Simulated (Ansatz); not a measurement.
The system is HfN.

```
Hf N
1.0
     3.13391    0.00000    0.00000
    -1.56695    2.71404    0.00000
     0.00000    0.00000    5.41677
Hf N
2 2
Direct
  0.33333 0.66667 0.25000
  0.66667 0.33333 0.75000
  0.00000 0.00000 0.50000
  0.00000 0.00000 0.00000
```

The cell comes from a database or a generator and needn't be the stable form of this composition.

Base run:

```yaml
Program: Ansatz 0.2.0
Functional: PBEsol
Potentials_or_basis: all-electron LAPW, non-relativistic
Cutoff: 313 eV (chosen from the basis error)
Basis_error_allowed: 0.002 eV/atom
k_mesh: 10 × 10 × 5
Occupations: fermi-dirac, width 0.05 eV
Spin: no spin polarisation
```

Its results: pressure 10.0 GPa.

Q: The run is repeated on the same cell with these changes: potentials or basis from all-electron LAPW, non-relativistic to all-electron PAW datasets made for the crystal. What comes out?

A: Pressure -2.4 GPa.

Caveats: relativity is left out, which matters for the heavier elements (some runs).

The runs don't all hold the same shells in valence.
